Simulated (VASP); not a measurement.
Set up this calculation in VASP 6.6.1, as the native input.

```yaml
Task: single point
Functional: PBEsol
Potentials_or_basis: VASP PAW PBE potentials, release 64 (K_sv, Mg, F)
Cutoff: 520 eV
k_mesh: 6 × 6 × 6
Occupations: gaussian, width 0.05 eV
Spin: no spin polarisation
Dipole_correction: no
Further_INCAR_settings: ALGO = Fast; EDIFF = 1e-06; NBANDS = 24
```

The structure of KMgF3 lies in POSCAR:

```
KMgF3
1.0
    3.9859000000      0.0000000000      0.0000000000
    0.0000000000      3.9859000000      0.0000000000
    0.0000000000      0.0000000000      3.9859000000
K Mg F
1 1 3
Direct
    0.5000000000      0.5000000000      0.5000000000
    0.0000000000      0.0000000000      0.0188163276
    0.5000000000      0.0000000000      0.0000000000
    0.0000000000      0.5000000000      0.0000000000
    0.0000000000      0.0000000000      0.5000000000
```

The cell isn't the ideal one: all Mg atoms moved +0.075 Å, as atom 2 along Cartesian [0 0 1].

The input as run:

INCAR

```
PREC = Accurate ; ENCUT = 520
EDIFF = 1E-6 ; ISMEAR = 0
SIGMA = 0.05 ; LREAL = F
LASPH = T ; NELM = 100
ALGO = Fast ; ISIF = 2
LWAVE = F ; LCHARG = F
GGA = PS ; NBANDS = 24
```

KPOINTS

```
Automatic mesh
0
Gamma
  6 6 6
```

Potentials or basis: VASP PAW PBE potentials, release 64 (K_sv, Mg, F).

Launch:

```bash
$ cat potpaw_PBE.64/K_sv/POTCAR potpaw_PBE.64/Mg/POTCAR potpaw_PBE.64/F/POTCAR > POTCAR
$ mpirun -np 1 vasp_std > vasp.out
```

It gave:

```json
{
  "Pressure": "0.1 GPa",
  "Largest force": "0.723 eV/Å",
  "Band gap on the k mesh": "7.12 eV, indirect (least direct gap 7.45 eV)"
}
```

Caveat: the PAW data sets were made with another functional, which shifts forces and pressure a little.

Wall time 97 s on 1 thread of Intel(R) Xeon(R) Platinum 8375C CPU @ 2.90GHz (Ice Lake) (shared host), peak memory 0.2 GiB.
